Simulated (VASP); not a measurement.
Write the native input for VASP 6.6.1 that does the following.

```
Task                   : single point
Functional             : LDA
Potentials or basis    : VASP PAW LDA potentials, release 64 (W_sv_GW, C_GW)
Cutoff                 : 550 eV
k mesh                 : 10 × 10 × 6
Occupations            : gaussian, width 0.02 eV
Spin                   : no spin polarisation
Further INCAR settings : ALGO = Normal; EDIFF = 1e-06
```

The structure of W2C lies in POSCAR:

```
W2C
3.07
    1.000014867101      0.000000000000      0.000000000000
   -0.500007433550      0.866038279055      0.000000000000
    0.000000000000      0.000000000000      1.523917915309
W C
2 1
Direct
    0.6666666667      0.3333333333      0.2536690000
    0.3333333333      0.6666666667      0.7463310000
    0.0000000000      0.0000000000      0.0000000000
```

The cell comes from a database or a generator and needn't be the stable form of this composition.

These files were run (other wordings do the same):

INCAR

```
SYSTEM = W2C
ALGO = Normal
EDIFF = 1E-6
ENCUT = 550
GGA = CA
ISIF = 2
ISMEAR = 0
LASPH = .TRUE.
LCHARG = .FALSE.
LREAL = .FALSE.
LWAVE = .FALSE.
NELM = 80
PREC = Accurate
SIGMA = 0.02
```

KPOINTS

```
k-points
0
G
  10 10 6
  0 0 0
```

Potentials or basis: VASP PAW LDA potentials, release 64 (W_sv_GW, C_GW).

The run is started by

```sh
$ cat potpaw_LDA.64/W_sv_GW/POTCAR potpaw_LDA.64/C_GW/POTCAR > POTCAR
$ mpirun -np 1 vasp_std > vasp.out
```

It gave:

```json
{
 "Pressure": "-15.5 GPa",
 "Largest force": "0.254 eV/Å",
 "Band gap on the k mesh": "none (metal or under the smearing width)"
}
```

Caveat: so large a pressure means that the cell lies far from this level's equilibrium, or that cutoff or potentials fall short.

It took 36 s on 1 thread of Intel(R) Xeon(R) Platinum 8488C (Sapphire Rapids), on a shared host, peak memory 0.18 GiB.
